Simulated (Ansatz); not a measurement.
A run of Ansatz 0.2.0:

input.yaml

```yaml
crystal:
  lattice:
    - [0.0, 1.78337, 1.78337]
    - [1.78337, 0.0, 1.78337]
    - [1.78337, 1.78337, 0.0]
  atoms:
    - { symbol: C, position: [0.75, 0.75, 0.75] }
    - { symbol: C, position: [0.5, 0.5, 0.5] }
hamiltonian:
  xc: b3lyp
  pseudopotentials: { kind: paw, accuracy: standard }
  dispersion: d3bjatm
kpoints:
  mp_grid: { grid: [7, 7, 7] }
scf:
  occupations: { method: fermi_dirac, width: 0.05 }
output:
  forces: true
  stress: true
  eigenvalues: true
  write_density: true
  write_potential: true
  elf: true
  volumetric_format: npy
```

Potentials or basis: SSSP efficiency PAW.

Launch:

```bash
$ ansatz run input.yaml --threads 1 --pin off --max-ram 2560MiB --backend cpu --events-out ev --progress --plain --runs-dir out
```

Hardware: 1 thread of Arm Neoverse V1 (shared host).

**Question.** How long does it take, and how much memory?

**Answer.** Wall time 13 s on 1 thread of Arm Neoverse V1 (shared host), peak memory 0.64 GiB. Counts: scf iterations 9, plane waves 387, k points 20, bands 8.
